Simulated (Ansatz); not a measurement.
SnTe: relaxation of cell and atoms with r2SCAN

The system is SnTe.

```
Te Sn
1.0
     0.00000    3.61115    3.61115
     3.61115    0.00000    3.61115
     3.61115    3.61115    0.00000
Te Sn
1 1
Direct
  0.25000 0.25000 0.25000
  0.00000 0.00000 0.00000
```

Measurements of this composition are mostly on another form, of space group No. 225.

```yaml
Program: Ansatz 0.2.0
Task: relaxation of cell and atoms
Functional: r2SCAN
Potentials_or_basis: Ansatz PAW
Cutoff: "500 eV (not typed: the program's choice for these potentials)"
k_mesh: 7 × 7 × 7
Occupations: fermi-dirac, width 0.05 eV
Spin: no spin polarisation
Target_pressure: 30 GPa
Target_pressure_GPa: 30
```

```yaml
Relaxed_volume: 28.70 Å³/atom
Relaxed_cell: a = 4.330 Å, b = 4.330 Å, c = 4.330 Å, α = 60.00°, β = 60.00°, γ = 60.00°
Space_group_after_relaxing_to_0.05_Å: F-43m (No. 216)
Energy_change_on_relaxing_the_enthalpy_is_what_falls: +1103.1 meV/atom
Ionic_steps: 7
Pressure_after_relaxing: 30.0 GPa
Band_gap_on_the_k_mesh: none (metal or under the smearing width)
```

Step by step:
| step | energy change (eV) | largest force (eV/Å) | volume (Å³) |
| --- | --- | --- | --- |
| 1 | 0.0000 | 0.0000 | 94.18 |
| 2 | 0.1260 | 0.0000 | 81.07 |
| 3 | 0.7120 | 0.0000 | 69.23 |
| 4 | 1.9896 | 0.0000 | 58.61 |
| 5 | 2.2470 | 0.0000 | 57.19 |
| 6 | 2.2049 | 0.0000 | 57.41 |
| 7 | 2.2062 | 0.0000 | 57.41 |

Final structure:
```
Te Sn
1.0
     0.00000    3.06184    3.06184
     3.06184    0.00000    3.06184
     3.06184    3.06184    0.00000
Te Sn
1 1
Direct
  0.25000 0.25000 0.25000
  0.00000 0.00000 0.00000
```

Levels at points of the mesh, in eV from the Fermi level:
```csv
k point,band 11,band 12,band 13,band 14,band 15,band 16,band 17,band 18,band 19
"(0.00, 0.00, 0.00)",-15.73,-3.43,-3.43,-3.43,-3.15,0.39,0.39,0.39,4.33
```

It took 28 s on 2 threads of Arm Neoverse V2, on a shared host, peak memory 0.65 GiB.

Caveat: the volume moved by over 15 % at a fixed basis, so the end points are rough; the plane-wave basis is chosen anew once the cell has moved, so the energies of steps on either side of that aren't comparable; the PAW data sets come from PBE, with cores solved anew for the run's functional, which leaves a small shift of forces and pressure. The run has no spin-orbit coupling, so splittings on Te are missing.
